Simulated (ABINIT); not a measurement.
Runs of ABINIT 10.8.3 (patched build) on ZrC. The structure is cubic, space group Fm-3m (No. 225). The conventional cell has a = 4.730 Å, b = 4.730 Å, c = 4.730 Å, α = 90.00°, β = 90.00°, γ = 90.00°. Zr (site symmetry m-3m) has 6 C at 2.37 Å as nearest neighbours. C (site symmetry m-3m) has 6 Zr at 2.37 Å as nearest neighbours. 

```csv
task,level,potentials or basis,spin,cell,k mesh,cutoff (eV),fine-grid cutoff,cell freedom (optcell),optimiser (ionmov),cutoff smearing ecutsm (Ha),force stop (Ha/bohr),gap on the mesh (eV),pressure (GPa)
single point,PBEsol,PseudoDojo NC SR PBEsol v0.4.1 standard,off,as given,8 × 8 × 8,1007,-,-,-,-,-,none,-8.5
single point,LDA,PseudoDojo NC SR LDA v0.4.1 standard,off,as given,8 × 8 × 8,844,-,-,-,-,-,none,-
single point,PBE,JTH PAW PBE v2.0,"SOC, no magnetisation",cell relaxed,8 × 8 × 8,517,1034.03 eV,-,-,-,-,none,-0.1
relaxation of cell and atoms,PBE,JTH PAW PBE v2.0,"SOC, no magnetisation",relaxed,8 × 8 × 8,517,1034.03 eV,2,2,0.5,2e-05,none,0.0
single point,PBE,PseudoDojo NC SR PBE v0.4.1 standard,off,as given,8 × 8 × 8,844,-,-,-,-,-,none,-
optical spectrum,PBEsol,PseudoDojo NC SR PBEsol v0.4.1 standard,off,as given,"6 × 6 × 6, with 4 shifts",1007,-,-,-,-,-,-,(a)
```

Alike in all rows: smearing fermi-dirac 0.05 eV.

Task: Estimate the missing entries.

Result: (a) -8.4.

Caveats: the intraband (Drude) term is left out (some runs); spectra need much finer meshes, so this one isn't converged (some runs); independent-particle spectra lack excitons (some runs).

A k mesh can miss the band edges, and rows without SOC leave out spin-orbit coupling on Zr.

A gap of «none» marks a metal or a gap under the smearing width.
